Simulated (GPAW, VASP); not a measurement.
Given: the input of a run of VASP 6.6.1 on PbSe (Clausthalite). 

The input INCAR:

```
PREC = Accurate ; ENCUT = 500
EDIFF = 1E-6 ; ISMEAR = 0
SIGMA = 0.02 ; LREAL = F
LASPH = T ; NELM = 100
ALGO = Normal ; ISIF = 2
LWAVE = F ; LCHARG = F
GGA = PE
```

Contents of KPOINTS:

```
regular mesh
0
Gamma
  8 8 8
```

The input POSCAR:

```
PbSe
1.0
    0.0000000000      3.0606500000      3.0606500000
    3.0606500000      0.0000000000      3.0606500000
    3.0606500000      3.0606500000      0.0000000000
Pb Se
1 1
Cartesian
    0.0000000000      0.0000000000      0.0000000000
    3.0606500000      3.0606500000      3.0606500000
```

Potentials or basis: VASP PAW PBE potentials, release 64 (Pb, Se).

The run is started by

```console
$ cat potpaw_PBE.64/Pb/POTCAR potpaw_PBE.64/Se/POTCAR > POTCAR
$ mpirun -np 1 vasp_std > vasp.out
```

Question: What does the same run look like in GPAW 26.7.0 (ASE script)? Potentials or basis there: GPAW PAW data sets (gpaw-data 1.2.1), cutoff 600 eV.

Answer: As run (cutoffs and basis follow the program's own potentials, and thresholds, step limits or extra output files can differ):

run.py

```python
from ase.dft.bandgap import bandgap
from ase.io import read, write
from ase.units import GPa
from gpaw import GPAW, PW

atoms = read('POSCAR')

calc = GPAW(mode=PW(600),
            xc='PBE',
            kpts={'size': (8, 8, 8), 'gamma': True},
            occupations={'name': 'methfessel-paxton', 'order': 0, 'width': 0.02},
            nbands=19,
            convergence={'density': 1e-05, 'energy': 1e-05},
            maxiter=150,
            txt='gpaw.txt')
atoms.calc = calc
energy = atoms.get_potential_energy()
forces = atoms.get_forces()
stress = atoms.get_stress()
calc.write('gs.gpw')
write('result.traj', atoms)
print(f'Energy: {energy:.6f} eV')
print('Forces (eV/A):')
print(forces.round(4))
print('Stress (GPa):', (stress / GPa).round(3))
print('Fermi level:', round(calc.get_fermi_level(), 4), 'eV')
print(f'Gap: {bandgap(calc)[0]:.4f} eV, direct: {bandgap(calc, direct=True)[0]:.4f} eV')
```

The input POSCAR:

```
PbSe
1.0
    0.0000000000      3.0606500000      3.0606500000
    3.0606500000      0.0000000000      3.0606500000
    3.0606500000      3.0606500000      0.0000000000
Pb Se
1 1
Direct
    0.0000000000      0.0000000000      0.0000000000
    0.5000000000      0.5000000000      0.5000000000
```

Potentials or basis: GPAW PAW data sets (gpaw-data 1.2.1), pw.

The run is started by

```sh
$ OMP_NUM_THREADS=1 python run.py
```

Both were run:

|  | VASP | GPAW |
| --- | --- | --- |
| Pressure | 2.2 GPa | 2.2 GPa |

The potentials hold 10 and 20 valence electrons a cell.

Pressure is positive in compression.
